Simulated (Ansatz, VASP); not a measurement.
# Cross-check of Al36N35 (V_N) between VASP and Ansatz, part 2 of 2

One calculation is typed for both programs; each brings its own data sets. How far apart do they land? The structure shown is the start of the Ansatz relaxation below; VASP solves that cell, so the two are compared at the walk's first step.

VASP 6.6.1 and Ansatz 0.2.0.

So far: The structure; Ansatz: relaxation, r2SCAN.

## (3) VASP: single point, r2SCAN, start cell

Level of this step: r2SCAN; plane waves and PAW (Al, N) (VASP).

The same cell, functional, mesh and smearing now go to VASP, with its own data sets.

Lines of VASP's logs that name or quote its potential files are left out, and so is its time.

INCAR reads:

```
SYSTEM = Al36N35
PREC = Accurate
ENCUT = 580
EDIFF = 1E-06
NELM = 120
ISMEAR = -1
SIGMA = 0.01
LREAL = Auto
ALGO = Normal
METAGGA = R2SCAN
LASPH = .TRUE.
NELECT = 284
NBANDS = 192
LORBIT = 11
LWAVE = .FALSE.
LCHARG = .FALSE.
ISIF = 2
ISYM = 0
GGA_COMPAT = .FALSE.
EFERMI = MIDGAP
LMIXTAU = .TRUE.
NCORE = 2
```

POSCAR reads:

```
Al36N35
1.0
    9.3195655359      0.0000000860      0.0000000000
   -4.6597828424      8.0709804634      0.0000000000
    0.0000000000      0.0000000000      9.9564777190
Al N
36 35
Direct
    0.2182791667      0.1114845941      0.2527930129
    0.1120137880      0.2245915473      0.4949691185
    0.2225737543      0.1084054143      0.7453751426
    0.1127358169      0.2199943363      0.0035241661
    0.2237653949      0.4408081517      0.2470266162
    0.1109049257      0.5501798710      0.4986887070
    0.2251978864      0.4446472144      0.7453644963
    0.1111446028      0.5608978997      0.0002086361
    0.2197038682      0.7771245401      0.2541546390
    0.1156801413      0.8907860727      0.4962298053
    0.2190142765      0.7716131899      0.7500846394
    0.1114882151      0.8851950544      0.9961492688
    0.5533124038      0.1142721082      0.2520190444
    0.4484627597      0.2230934605      0.5032724565
    0.5553901448      0.1068399256      0.7527370835
    0.4386119056      0.2178872778      0.9985519257
    0.5547327164      0.4455505708      0.2448312615
    0.4454801122      0.5521459235      0.5029182148
    0.5556710350      0.4440532310      0.7445982615
    0.4443071141      0.5608504422      0.9995583057
    0.5521540457      0.7805607982      0.2496397893
    0.4399133119      0.8833765606      0.4980232106
    0.5594368264      0.7838979391      0.7494778988
    0.4383884199      0.8847864265      0.9992734661
    0.8905215348      0.1112929126      0.2447938989
    0.7738194835      0.2223291137      0.5029349878
    0.8830129657      0.1074483984      0.7481626746
    0.7790633872      0.2226917710      0.9946918257
    0.8904718028      0.4498489297      0.2473816614
    0.7800077542      0.5616363407      0.4990131189
    0.8934330326      0.4442463886      0.7521124650
    0.7732208939      0.5518499213      0.9964728773
    0.8847823804      0.7724189090      0.2517380213
    0.7731863939      0.8877268339      0.5028017077
    0.8876488071      0.7739820400      0.7456808732
    0.7773157864      0.8939260807      0.9987284942
    0.2173122131      0.1115261009      0.4418681108
    0.1135390427      0.2274190848      0.1931272338
    0.2276201326      0.1112431116      0.9409449069
    0.1161320387      0.2247474143      0.6933399737
    0.2169560994      0.4431553264      0.4427249399
    0.1070429989      0.5499067940      0.1886965504
    0.2247403322      0.4505551707      0.9410530776
    0.1093807142      0.5565078507      0.6949102077
    0.2203356964      0.7745974618      0.4446990316
    0.1057210008      0.8842220624      0.1920479364
    0.2234424792      0.7819655876      0.9367892204
    0.1110962127      0.8843520342      0.6877067567
    0.5518691006      0.1102348044      0.4443314317
    0.4398817198      0.2235210419      0.1909536739
    0.5535417397      0.1050814032      0.9397276089
    0.4463083591      0.2195349090      0.6937835041
    0.4397584784      0.5497846243      0.1911017183
    0.5513223587      0.4457138719      0.9422418515
    0.4417867699      0.5574890167      0.6870437712
    0.5586441747      0.7759734992      0.4434191613
    0.4476632049      0.8883576158      0.1941925704
    0.5504892143      0.7729850148      0.9423679001
    0.4481783971      0.8943762154      0.6925369789
    0.8900526733      0.1113015857      0.4354795061
    0.7795946356      0.2266642747      0.1869184116
    0.8832384088      0.1096997977      0.9419753918
    0.7820466113      0.2271109367      0.6929669502
    0.8932207803      0.4475083219      0.4369081238
    0.7727720234      0.5498952641      0.1902602560
    0.8918895085      0.4469310686      0.9446937226
    0.7808030884      0.5556618497      0.6862183789
    0.8834493041      0.7762004818      0.4382461472
    0.7786329550      0.8928711903      0.1940952468
    0.8930015980      0.7765011886      0.9383075284
    0.7737244686      0.8868700607      0.6941960998
```

KPOINTS reads:

```
Points of the shifted mesh
1
Reciprocal
 0.2500000000  0.2500000000  0.2500000000 1
```

The projector-augmented-wave data sets are Al and N (PBE family, release 64).

Started as:

```console
$ mpirun -np 8 vasp_std
```

Numbers of over 12 decimals in the logs are rounded to 6 here.

Log:

```text
[banner, memory and clock lines left out]
running    8 mpi-ranks, on    1 nodes
[...]
|                                                                             |
|               ----> ADVICE to this user running VASP <----                  |
|                                                                             |
|     You enforced a specific xc type in the INCAR file but a different       |
|     [... a line on the potential file left out ...]
|     I HOPE YOU KNOW WHAT YOU ARE DOING!                                     |
|                                                                             |

 LDA part: xc-table for (None), standard interpolation
 POSCAR, INCAR and KPOINTS ok, starting setup
[...]
entering main loop
       N       E                     dE             d eps       ncg     rms          rms(c)
DAV:   1     0.116613419549E+04    0.11661E+04   -0.14650E+05   384   0.152E+03
DAV:   2    -0.668911238322E+03   -0.18350E+04   -0.17606E+04   480   0.302E+02
DAV:   3    -0.816766146307E+03   -0.14785E+03   -0.14628E+03   464   0.924E+01
DAV:   4    -0.819306571582E+03   -0.25404E+01   -0.25216E+01   456   0.125E+01
DAV:   5    -0.819365528437E+03   -0.58957E-01   -0.58846E-01   464   0.168E+00BRMIX: very serious problems
 the old and the new charge density differ
 old charge density:   283.00000 new  284.00000
    0.534E+01
DAV:   6    -0.690559281619E+03    0.12881E+03   -0.31066E+02   448   0.342E+01    0.237E+01
DAV:   7    -0.665032548420E+03    0.25527E+02   -0.16009E+01   440   0.103E+01    0.136E+01
DAV:   8    -0.688213588236E+03   -0.23181E+02   -0.94141E+00   408   0.882E+00    0.733E+00
DAV:   9    -0.658723804634E+03    0.29490E+02   -0.51239E+00   400   0.695E+00    0.259E+00
[...]
DAV:  23    -0.664384518770E+03   -0.38022E-05   -0.22506E-05   432   0.655E-03    0.120E-02
DAV:  24    -0.664384522801E+03   -0.40311E-05   -0.23117E-06   280   0.339E-03    0.768E-03
DAV:  25    -0.664384523118E+03   -0.31707E-06   -0.33051E-06   264   0.491E-03
   1 F= -.66438452E+03 E0= -.66437118E+03  d E =-.266840E-01
```

OUTCAR, selected parts (step 3):

```text
 POSITION                                       TOTAL-FORCE (eV/Angst)
 -----------------------------------------------------------------------------------
      1.51477      0.89979      2.51693         0.521573     -0.096213      0.115527
     -0.00263      1.81267      4.92815         0.160890     -0.344504      1.027441
      1.56915      0.87494      7.42131         0.151446      0.054910      0.455339
      0.02552      1.77557      0.03509        -0.225474      0.774969     -0.950867
      0.03133      3.55775      2.45952        -0.760904      1.042240      1.017797
     -1.53013      4.44049      4.96518        -0.937789      0.555140      0.648275
      0.02679      3.58874      7.42120        -0.505639      0.159666      1.096683
     -1.57784      4.52700      0.00208         0.690618     -0.588184      0.001384
     -1.57369      6.27216      2.53049         0.237144     -0.426057     -0.500419
     -3.07278      7.18952      4.94070        -1.399062     -0.322664      0.338842
     -1.55443      6.22767      7.46820         0.168884      1.282769     -0.461643
     -3.08579      7.14439      9.91814        -0.539021      0.673586      0.782858
      4.62415      0.92229      2.50922         0.523355      0.388539     -0.345697
      3.13991      1.80058      5.01082        -1.942301      1.664763     -0.208127
[...]
-----------------------------------------------------------------------------------
    total drift:                               -0.000956      0.007618      0.046497

  FREE ENERGIE OF THE ION-ELECTRON SYSTEM (eV)
  ---------------------------------------------------
  free  energy   TOTEN  =      -664.3845231177 eV

  energy  without entropy=     -664.3578391581  energy(sigma->0) =     -664.37118114
```

The cell is charged against a uniform background. The PAW data sets were made with PBE, which is usual practice but a small mismatch for other functionals.

## (4) Side by side

Known differences besides the potentials themselves: VASP keeps PBE cores, Ansatz makes them for the functional; the cutoff is 500 eV in Ansatz and 580 eV in VASP (PREC = Accurate, projectors in real space). Total energies have different zeros and are not compared.

Forces on 8 of the 71 atoms, those with the largest forces and the largest differences (eV/Å; atoms numbered as in POSCAR):

```csv
atom,"Ansatz x, y, z","VASP x, y, z"
Al14,"-1.944, 1.667, -0.231","-1.942, 1.665, -0.208"
Al18,"1.500, -1.242, -1.299","1.494, -1.245, -1.303"
Al21,"1.703, -1.139, 0.706","1.714, -1.153, 0.707"
Al30,"-1.030, -1.127, -0.655","-1.023, -1.148, -0.663"
N39,"-1.788, -0.733, -0.434","-1.803, -0.743, -0.435"
N53,"-0.196, 1.662, -0.703","-0.202, 1.675, -0.720"
N57,"-1.756, 0.377, -0.589","-1.769, 0.382, -0.597"
N68,"1.159, 1.422, 0.666","1.161, 1.432, 0.665"
```

The forces differ by 7.2 meV/Å r.m.s., which is 0.9 % of the r.m.s. force of 0.790 eV/Å (both taken over all components). The cell carries a charge of -1 e against a uniform background, so its pressure also hangs on how the neutralising background is counted, and in a defect's cell a gap may be the spacing between its levels.

## (5) Results

```
r.m.s. force difference (single point, r2SCAN, start cell) : 0.92 % of the r.m.s. force
```

The r.m.s. force difference is 0.92 % of the r.m.s. force (single point, r2SCAN, start cell), within the 3 % picked in this series as the mark of a large difference. 1 further run of this series is not shown here. How closely two codes agree says nothing of how well the functional describes the real material.

[Lines on the potential files, build, host, timing and source positions are cut from VASP's logs without a mark.]

[Logs are printed without paths, hosts, clocks, repeated set-up lines and the standing remarks that a program may print on its own settings, such as how far it seeks lower states.]

[Hosts, paths, dates, database ids (printed as entryN), source tags and the programs' standing remarks are cut or masked in the printed files.]
